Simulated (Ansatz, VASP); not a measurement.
**SiO2 in VASP and in Ansatz**

INCAR

```
SYSTEM = SiO2
PREC = Accurate ; ENCUT = 520
EDIFF = 1E-7 ; ISMEAR = 0
SIGMA = 0.05 ; LREAL = .FALSE.
LASPH = .TRUE. ; NELM = 60
ALGO = Normal ; ISIF = 2
LWAVE = .FALSE. ; LCHARG = .TRUE.
LELF = .TRUE. ; LVHAR = .TRUE.
NBANDS = 25
```

KPOINTS

```
regular mesh
0
G
  6 6 8
  0 0 0
```

Contents of POSCAR:

```
SiO2
1.0
    4.2798000000      0.0000000000      0.0000000000
    0.0000000000      4.2798000000      0.0000000000
    0.0000000000      0.0000000000      2.9807000000
Si O
2 4
Direct
    0.5000000000      0.5000000000      0.5000000000
    0.0000000000      0.0000000000      0.0000000000
    0.6944252994      0.6944252994      0.0000000000
    0.1944252994      0.8055747006      0.5000000000
    0.3055747006      0.3055747006      0.0000000000
    0.8055747006      0.1944252994      0.5000000000
```

Input for Ansatz:

```yaml
crystal:
  lattice:
    - [4.2798, 0.0, 0.0]
    - [0.0, 4.2798, 0.0]
    - [0.0, 0.0, 2.9807]
  atoms:
    - { symbol: Si, position: [0.5, 0.5, 0.5] }
    - { symbol: Si, position: [0.0, 0.0, 0.0] }
    - { symbol: O, position: [0.6944252994, 0.6944252994, 0.0] }
    - { symbol: O, position: [0.1944252994, 0.8055747006, 0.5] }
    - { symbol: O, position: [0.3055747006, 0.3055747006, 0.0] }
    - { symbol: O, position: [0.8055747006, 0.1944252994, 0.5] }
basis:
  ecutwfc: 520.0
kpoints:
  mp_grid: { grid: [6, 6, 8] }
hamiltonian:
  xc: lda
  pseudopotentials: { kind: paw, azcp: { folder: soft_1 } }
scf:
  occupations: { method: gaussian, width: 0.05 }
output:
  forces: true
  stress: true
  eigenvalues: true
```

Alike in both runs: task single point; functional LDA; k mesh 6 × 6 × 8; occupations gaussian, width 0.05 eV; no spin polarisation.

```csv
,VASP,Ansatz
version,VASP 6.6.1,Ansatz 0.2.0
potentials or method,"VASP PAW LDA potentials, release 64 (Si, O)","scalar-relativistic, plane waves, PAW"
plane-wave cutoff (eV),520,520
valence electrons in the cell,32,32
```

```tsv
	VASP	Ansatz	Ansatz less VASP
gap on the k mesh at the Fermi level (eV)	2.67	2.67	+0.001
least direct gap on the mesh (eV)	2.67	2.67	+0.001
rms of the force components (eV/Å)	0.006	0.006	+0.0007
```

Atom by atom the forces differ by 0.001 eV/Å (rms over components). Ansatz warned: «pseudo_functional_mismatch».
